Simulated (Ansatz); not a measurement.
Bi₂Te₃

The computed numbers are results of PBE, scalar-relativistic (no spin polarisation) in the plane-wave PAW code Ansatz at 420 eV, Γ-centred 8×8×8 mesh, 0.05 eV Gaussian smearing; PAW files: Ansatz's generated set soft_2.

```xyz
5
Lattice="2.2248 1.2845 10.6495 -2.2248 1.2845 10.6495 0.0000 -2.5690 10.6495" Properties=species:S:1:pos:R:3 pbc="T T T"
Bi    0.0000    0.0000   12.7031
Bi    0.0000    0.0000   19.2453
Te    0.0000    0.0000    0.0000
Te    0.0000    0.0000    6.8763
Te    0.0000    0.0000   25.0721
```

The start was a prototype's sites filled with these elements; the Crystallography Open Database holds the compound in this structure.

The run above is the reference. The same cell was run again with other input settings; several of them aren't fit for production, so the rows show the settings' effect and aren't properties of the material.

```tsv
keys changed	outcome	ΔE (meV/atom)	P (GPa)	gap on the mesh (eV)	cell moment (μB)	largest force component (eV/Å)	SCF iterations	rough core-seconds	new warnings
none (reference)	converged	0.0	0.0	0.50	–	0.004	–	–	–
kpoints.mp_grid.shift: [0.5, 0.5, 0.5]; scf.initial_density.chi_scale: 0.3	converged	0.0	0.0	0.53	–	0.004	9	40	–
basis.ecutwfc: 420 → "250 eV"	converged	909.4	0.0	0.52	–	0.048	7	20	cutoff below recommended
scf.occupations.method: "gaussian" → "cold"; scf.occupations.width: 0.05 → 0.1	converged	0.0	0.0	0.50	–	0.004	9	50	–
scf.eigensolver.kind: "davidson"; scf.occupations.method: "gaussian" → "cold"; scf.occupations.width: 0.05 → 0.005	converged	0.0	0.0	0.50	–	0.004	7	50	–
```

These changes also left energy (to 0.1 meV/atom), pressure, gap, moment and forces as in the reference: basis.ecutrho_ratio: 4 → 9 | scf.initial_density.chi_scale: 0.3 | scf.mixing.algorithm: "broyden"; scf.mixing.beta: 0.7; scf.mixing.ndim: 4.

ΔE is the energy with the smearing extrapolated to zero. It is left out where the change alters the Hamiltonian or the spin treatment. The varied runs start from atomic densities (corrected by the program's trained start where that serves), with the default search for lower states unless a row changes it.

Question: What happens with these changes: kpoints.mp_grid.grid: [8, 8, 8] → [4, 4, 4]?

Answer: outcome converged, ΔE (meV/atom) -0.9, P (GPa) -0.1, gap on the mesh (eV) 0.51, largest force component (eV/Å) 0.025, SCF iterations 7, rough core-seconds 5.

Question: What happens with these changes: scf.mixing.preconditioner: "resta"; kpoints.mp_grid.shift: [0.5, 0.5, 0.5]?

Answer: outcome converged, ΔE (meV/atom) 0.0, P (GPa) 0.0, gap on the mesh (eV) 0.53, largest force component (eV/Å) 0.004, SCF iterations 7, rough core-seconds 22.

Changing scf.initial_density.chi_scale only steers the path to self-consistency, so the energy stays within 0.5 meV/atom.

Of the reference: Kohn–Sham gaps of semilocal functionals lie under measured ones, often by a third or more. For elements this heavy, spin–orbit coupling would shift levels and gaps; it isn't included here. The structure is layered, and this functional has no dispersion term, so the layers' spacing is poorly fixed, often too long, and so is what hangs on it. The relaxed cell is 8 % larger in volume than the cell of this structure in the Crystallography Open Database (33.95 Å³/atom, 1993).
